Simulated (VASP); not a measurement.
# Ni, self-consistent run: which settings are enough?

Ni, Fm-3m (no. 225), 1 atom in the cell. PBE; PAW potentials Ni (PBE set). VASP 6.6.1.

Wanted: energy within 1 meV/atom; forces within 0.005 eV/Å; pressure within 0.1 GPa.

POSCAR:
```
Ni
1.0
    0.0000000000      1.7375729330      1.7375729330
    1.7375729330      0.0000000000      1.7375729330
    1.7375729330      1.7375729330      0.0000000000
Ni
1
Direct
    0.0000000000      0.0000000000      0.0000000000
```

## FFT grids and symmetry tolerance typed by hand

| FFT grids and symmetry tolerance typed by hand | Energy less reference (meV/atom) | Forces, largest deviation (eV/Å) | Pressure (GPa) | SCF iterations | Time (s) |
|---|---|---|---|---|---|
| default | 0.0 | 0.0000 | 7.22 | 13 | 5.6 |
| NGX, NGY, NGZ = 24, 24, 24 | 0.0 | 0.0000 | 7.21 | 13 | 7.0 |
| NGX, NGY, NGZ = 14, 14, 14 | 0.0 | 0.0000 | 7.22 | 13 | 3.3 |
| NGX, NGY, NGZ = 12, 12, 12 | 0.0 | 0.0000 | 7.23 | 13 | 2.8 |
| NGX, NGY, NGZ = 10, 10, 10 | 0.8 | 0.0000 | 7.21 | 13 | 2.7 |
| NGXF, NGYF, NGZF = 26, 26, 26 | 0.0 | 0.0000 | 7.22 | 13 | 5.5 |
| NGXF, NGYF, NGZF = 52, 52, 52 | 0.0 | 0.0000 | 7.21 | 13 | 7.0 |
| SYMPREC = 0.001 | 0.0 | 0.0000 | 7.22 | 13 | 5.6 |
| SYMPREC = 1e-08 | 0.0 | 0.0000 | 7.22 | 13 | 5.5 |
| EWALD_CUTOFF = 2.0 | -2810.7 | 0.0000 | 124.12 | 13 | 6.7 |
| EWALD_CUTOFF = 8.0 | 0.0 | 0.0000 | 7.22 | 13 | 5.6 |

Chosen: default; NGX, NGY, NGZ = 12, 12, 12 would be accurate enough too and is faster here.

## The input

INCAR:
```
PREC = Accurate
ENCUT = 450
EDIFF = 1E-7
ISMEAR = 1
SIGMA = 0.1
LREAL = F
LASPH = T
ALGO = Normal
NELM = 100
ISIF = 2
LWAVE = F
LCHARG = F
ISPIN = 2
MAGMOM = 1
LORBIT = 11
LMAXMIX = 4
```

KPOINTS:
```
k-points
0
Gamma
  11 11 11
```

Commands:
```
cat potpaw_PBE.64/Ni/POTCAR > POTCAR
mpirun -np 1 vasp_std > vasp.out
```

The chosen input took VASP 6.6.1 5.6 s on 1 core (Intel Xeon 6975P-C (Granite Rapids)), a shared host.

## An input that fails: an FFT grid typed too coarse

It runs to its end, but against the unchanged starting input it is off by 376.6 meV/atom in the energy, 0.0000 eV/Å in the forces, 28.30 GPa in the pressure.

Changes against the starting input:
```
+ NGX = 6
+ NGY = 6
+ NGZ = 6
```
